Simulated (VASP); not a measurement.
Wanted: the native input for a VASP 6.6.1 run.

| Quantity | Value |
| --- | --- |
| Task | relaxation of cell and atoms |
| Functional | PBE |
| Potentials or basis | VASP PAW PBE potentials, release 64 (Mg, O) |
| Cutoff | 600 eV |
| k mesh | 12 × 12 × 12 |
| Occupations | gaussian, width 0.03 eV |
| Spin | no spin polarisation |
| Further INCAR settings | ALGO = Normal; EDIFF = 1e-07; IBRION = 2; EDIFFG = -0.005; NSW = 90; ISIF = 3 |

The structure of MgO (Periclase) lies in POSCAR:

```
MgO                                     
1.0
   -0.0000000000      2.1224813280      2.1224813280
    2.1224813280      0.0000000000      2.1224813280
    2.1224813280      2.1224813280     -0.0000000000
  Mg              O             
     1     1
Direct
     0.0000000000000000    0.0000000000000000    0.0000000000000000
     0.5000000000000000    0.5000000000000000    0.5000000000000000
```

These files were run (other wordings do the same):

INCAR

```
SYSTEM = MgO
  PREC = Accurate
  ENCUT = 600
  EDIFF = 1E-7
  ISMEAR = 0
  SIGMA = 0.03
  LREAL = .FALSE.
  LASPH = .TRUE.
  NELM = 80
  ALGO = Normal
  ISIF = 3
  LWAVE = .FALSE.
  LCHARG = .FALSE.
  GGA = PE
  IBRION = 2
  NSW = 90
  EDIFFG = -0.005
```

KPOINTS

```
Automatic mesh
0
G
  12 12 12
  0 0 0
```

Potentials or basis: VASP PAW PBE potentials, release 64 (Mg, O).

The run is started by

```console
$ cat potpaw_PBE.64/Mg/POTCAR potpaw_PBE.64/O/POTCAR > POTCAR
$ mpirun -np 1 vasp_std > vasp.out
```

It gave:

The pressure after relaxing is 0.0 GPa and the band gap on the k mesh is 4.50 eV, direct.

Caveat: the relaxation stopped at its first step, so nothing moved.

Wall time 4.2 s on 1 thread of Intel(R) Xeon(R) 6975P-C (Granite Rapids), with other jobs on the host, peak memory 0.14 GiB.
